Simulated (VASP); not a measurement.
# ScAlN2 (I4_1/amd) in VASP: further runs, part 2 of 2

VASP 6.6.1. The steps go on from the part before.

## 3. Single point, PBE

Contents of INCAR:

```
PREC     = Accurate       # precision mode
ENCUT    = 520            # plane-wave cutoff, eV
EDIFF    = 1E-7           # SCF threshold, eV
ISMEAR   = 0              # smearing method
SIGMA    = 0.05           # smearing width, eV
LREAL    = False          # projectors in reciprocal space
LASPH    = True           # aspherical terms in the spheres
NELM     = 100            # most SCF steps
ALGO     = Normal         # electronic algorithm
ISIF     = 2              # what is computed and relaxed
LWAVE    = False          # write WAVECAR
LCHARG   = False          # write CHGCAR
GGA      = PE             # functional
ADDGRID  = False
```

Contents of KPOINTS:

```
regular mesh
0
Gamma
  7 7 7
```

Contents of POSCAR:

```
ScAlN2
1.0
   -2.1994840000      2.1994840000      4.1986215000
    2.1994840000     -2.1994840000      4.1986215000
    2.1994840000      2.1994840000     -4.1986215000
Sc Al N
2 2 4
Direct
    0.0000000000      0.0000000000      0.0000000000
    0.7500000000      0.2500000000      0.5000000000
    0.5000000000      0.5000000000      0.0000000000
    0.2500000000      0.7500000000      0.5000000000
    0.7375140000      0.7375140000      0.0000000000
    0.0124860000      0.5124860000      0.5000000000
    0.2624860000      0.2624860000      0.0000000000
    0.4875140000      0.9875140000      0.5000000000
```

Potentials or basis: VASP PAW PBE potentials, release 64 (Sc_sv, Al, N).

The run is started by

```
> cat potpaw_PBE.64/Sc_sv/POTCAR potpaw_PBE.64/Al/POTCAR potpaw_PBE.64/N/POTCAR > POTCAR
> mpirun -np 1 vasp_std > vasp.out
```

OUTCAR:

```text
PREC = Accurate
   ENCUT = 520
   EDIFF = 1E-7
   ISMEAR = 0
   LREAL = False
   LASPH = True
   NELM = 100
   ISIF = 2
   GGA = PE

 Found     40 irreducible k-points:

 Following reciprocal coordinates:
            Coordinates               Weight
  0.000000  0.000000  0.000000      1.000000
  0.142857  0.000000 -0.000000      8.000000
  0.285714  0.000000 -0.000000      8.000000
  0.428571 -0.000000  0.000000      8.000000
  0.142857  0.142857 -0.000000      8.000000
  0.285714  0.142857  0.000000     16.000000
   k-points           NKPTS =     40   k-points in BZ     NKDIM =     40   number of bands    NBANDS=     29
   number of dos      NEDOS =    301   number of ions     NIONS =      8
   total plane-waves  NPLWV =  64000
   dimension x,y,z NGX =    40 NGY =   40 NGZ =   40
   dimension x,y,z NGXF=    80 NGYF=   80 NGZF=   80
   ions per type =               2   2   4
   NGX,Y,Z   is equivalent  to a cutoff of  12.73, 12.73, 12.73 a.u.
   NGXF,Y,Z  is equivalent  to a cutoff of  25.45, 25.45, 25.45 a.u.
 SYSTEM =  unknown system
   PREC   = accura    normal or accurate (medium, high low for compatibility)
   ISTART =      0    job   : 0-new  1-cont  2-samecut
   ICHARG =      2    charge: 1-file 2-atom 10-const
   ISPIN  =      1    spin polarized calculation?
   LNONCOLLINEAR =      F non collinear calculations
   LSORBIT =      F    spin-orbit coupling
   LASPH  =      T    aspherical Exc in radial PAW
   ENCUT  =  520.0 eV  38.22 Ry    6.18 a.u.   9.72  9.72  9.72*2*pi/ulx,y,z
   NELM   =    100;   NELMIN=  2; NELMDL= -5     # of ELM steps
   EDIFF  = 0.1E-06   stopping-criterion for ELM
   LREAL  =      F    real-space projection
   EDIFFG = 0.1E-05   stopping-criterion for IOM
   NSW    =      0    number of steps for IOM
   IBRION =     -1    ionic relax: 0-MD 1-quasi-New 2-CG
   NFREE  =      0    steps in history (QN), initial steepest desc. (CG)
   ISIF   =      2    stress and relaxation
   ISYM   =      2    0-nonsym 1-usesym 2-fastsym
   POTIM  = 0.5000    time-step for ionic-motion
   TEBEG  =    0.0;   TEEND  =   0.0 temperature during run
   PSTRESS=    0.0 pullay stress
   NELECT =      48.0000    total number of electrons
   NUPDOWN=      -1.0000    fix difference up-down
   EMIN   =  10.00;   EMAX   =-10.00  energy-range for DOS
   EFERMI =   0.00;   METHOD = LEGACY
   ISMEAR =     0;   SIGMA  =   0.05  broadening in eV -4-tet -1-fermi 0-gaus
   EFERMI_NEDOS =   21; number of points for ismear=-14 and -15
   IALGO  =     38    algorithm
   IMIX   =      4    mixing-type and parameters
     AMIX     =   0.40;   BMIX     =  1.00
     AMIX_MAG =   1.60;   BMIX_MAG =  1.00
  volume/ion in A,a.u.               =      10.16        68.54
  Fermi-wavevector in a.u.,A,eV,Ry     =   1.373681  2.595880 25.674176  1.886999
  Thomas-Fermi vector in A             =   2.499176
   LORBIT       =      0    0 simple, 1 ext, 2 COOP (PROOUT), +10 PAW based schemes
   GGA     = PE    functional components
   LHFCALC =     F    Hartree Fock is set to
   AEXX    =    0.0000 exact exchange contribution
   IVDW    =     0    specifies the selected vdW correction
   LEPSILON=     F    determine dielectric tensor
   LRPA    =     F    only Hartree local field effects (RPA)
 non-spin polarized calculation
 Gauss-broadening in eV      SIGMA  =   0.05
  energy-cutoff  :      520.00
  volume of cell :       81.25
 maximum number of plane-waves:      2208
   NGX = 19   NGY = 19   NGZ = 19

 number of electron      48.0000001 magnetization

 Free energy of the ion-electron system (eV)
  ---------------------------------------------------
  ext. energy  EPLUGINS =         0.00000000
  ---------------------------------------------------
  free energy    TOTEN  =       -64.85105616 eV

  energy without entropy =      -64.85105616  energy(sigma->0) =      -64.85105616

 E-fermi :   7.5985     XC(G=0): -11.9277

 val. band max:        7.2621726252   @ k =   0.0000   0.0000   0.0000
 cond. band min:       8.2984816878   @ k =  -0.4286   0.4286   0.4286
 fundamental gap:      1.0363090627
 Fermi energy:         7.5984764772

 k-point     1 :       0.0000    0.0000    0.0000
  band No.  band energies     occupation
      1     -40.9220      2.00000
      2     -40.8158      2.00000
      3     -19.8249      2.00000
      4     -19.6717      2.00000
      5     -19.6717      2.00000
      6     -19.5143      2.00000
[... 21 lines left out ...]
     28      11.0356      0.00000
     29      11.1289      0.00000

 k-point     2 :       0.1429    0.0000   -0.0000
  band No.  band energies     occupation
      1     -40.9180      2.00000
      2     -40.8196      2.00000
      3     -19.8266      2.00000
      4     -19.6941      2.00000
      5     -19.6773      2.00000
      6     -19.5156      2.00000
[... 21 lines left out ...]
     28      11.2615      0.00000
     29      11.4039      0.00000

 k-point     3 :       0.2857    0.0000   -0.0000
  band No.  band energies     occupation
      1     -40.9076      2.00000
      2     -40.8295      2.00000
      3     -19.8322      2.00000
      4     -19.7406      2.00000
      5     -19.6884      2.00000
      6     -19.5127      2.00000
[... 21 lines left out ...]
     28      11.6204      0.00000
     29      11.9035      0.00000

 k-point     4 :       0.4286   -0.0000    0.0000
  band No.  band energies     occupation
      1     -40.8967      2.00000
      2     -40.8399      2.00000
      3     -19.8367      2.00000
      4     -19.7775      2.00000
      5     -19.6963      2.00000
      6     -19.5029      2.00000
[... 21 lines left out ...]
     28      11.8290      0.00000
     29      11.9093      0.00000

 k-point     5 :       0.1429    0.1429   -0.0000
  band No.  band energies     occupation
      1     -40.9118      2.00000
      2     -40.8256      2.00000
      3     -19.8209      2.00000
      4     -19.7252      2.00000
      5     -19.6825      2.00000
      6     -19.5217      2.00000
[... 21 lines left out ...]
     28      11.2645      0.00000
     29      11.9707      0.00000

 k-point     6 :       0.2857    0.1429    0.0000
  band No.  band energies     occupation
      1     -40.9004      2.00000
      2     -40.8365      2.00000
      3     -19.8240      2.00000
      4     -19.7719      2.00000
      5     -19.6889      2.00000
      6     -19.5306      2.00000
[... 21 lines left out ...]
     28      11.5338      0.00000
     29      12.0306      0.00000

 [... further k-points ...]

------------------------ aborting loop because EDIFF is reached ----------------------------------------

  FORCE on cell =-STRESS in cart. coord.  units (eV):
  Direction    XX          YY          ZZ          XY          YZ          ZX
  --------------------------------------------------------------------------------------
  -------------------------------------------------------------------------------------
  Total        0.0095287      0.0095287     -0.0013322      0.0000000      0.0000000      0.0000000
  in kB        0.1879049      0.1879049     -0.0262704      0.0000000      0.0000000      0.0000000
  external PRESSURE =       0.1165131 kB  Pullay stress =       0.0000000 kB

 VOLUME and BASIS-vectors are now :
 -----------------------------------------------------------------------------
  energy-cutoff  :      520.00
  volume of cell :       81.25
      direct lattice vectors                 reciprocal lattice vectors
    -2.199484000  2.199484000  4.198621500     0.000000000  0.227326046  0.119086705
     2.199484000 -2.199484000  4.198621500     0.227326046  0.000000000  0.119086705
     2.199484000  2.199484000 -4.198621500     0.227326046  0.227326046  0.000000000

 POSITION                                       TOTAL-FORCE (eV/Angst)
 -----------------------------------------------------------------------------------
      0.00000      0.00000      0.00000        -0.000000     -0.000000      0.000000
      0.00000      2.19948      2.09931        -0.000000     -0.000000      0.000000
      0.00000      0.00000      4.19862        -0.000000     -0.000000      0.000000
      2.19948      0.00000      2.09931        -0.000000     -0.000000      0.000000
      0.00000      0.00000      6.19308         0.000000      0.000000      0.002848
      2.19948      0.00000      0.10485        -0.000000     -0.000000     -0.002848
      0.00000      0.00000      2.20416        -0.000000     -0.000000     -0.002848
      2.19948      0.00000      4.09377         0.000000      0.000000      0.002848
 -----------------------------------------------------------------------------------
    total drift:                               -0.000000      0.000000     -0.000000

  FREE ENERGIE OF THE ION-ELECTRON SYSTEM (eV)
  ---------------------------------------------------
  free  energy   TOTEN  =       -64.8510561581 eV

  energy  without entropy=      -64.8510561581  energy(sigma->0) =      -64.85105616
```

Wall time 2.1 min (1 thread of AMD EPYC 7R13 (Zen 3), shared host); peak memory 0.24 GiB.

The run converged, but some of its settings lie outside the range that counts as converged, so its numbers aren't taken as properties of the crystal.

Results:

* Free energy: -64.8511 eV
* Pressure: 0.0 GPa
* Band gap on the k mesh: 1.04 eV, indirect (least direct gap 1.05 eV)

Caveat: an odd mesh through Γ misses points on the zone boundary, where band edges often lie.

## 4. Single point, PBE

INCAR: that of step 3 with these lines changed.

```diff
@@ -1,3 +1,3 @@
 PREC     = Accurate       # precision mode
-ENCUT    = 520            # plane-wave cutoff, eV
+ENCUT    = 900            # plane-wave cutoff, eV
 EDIFF    = 1E-7           # SCF threshold, eV
```

Contents of KPOINTS:

```
regular mesh
0
Gamma
  6 6 6
```

POSCAR is that of step 3.

The run is started by

```
> cat potpaw_PBE.64/Sc_sv/POTCAR potpaw_PBE.64/Al/POTCAR potpaw_PBE.64/N/POTCAR > POTCAR
> mpirun -np 1 vasp_std > vasp.out
```

It took 5.1 min on 1 thread of AMD EPYC 7R13 (Zen 3), shared host; peak memory 0.44 GiB.

These settings aren't checked as converged: the numbers below hold their error.

What came out:

```yaml
Free_energy: -64.8779 eV
Pressure: 0.1 GPa
Band_gap_on_the_k_mesh: 0.96 eV, indirect (least direct gap 1.05 eV)
```
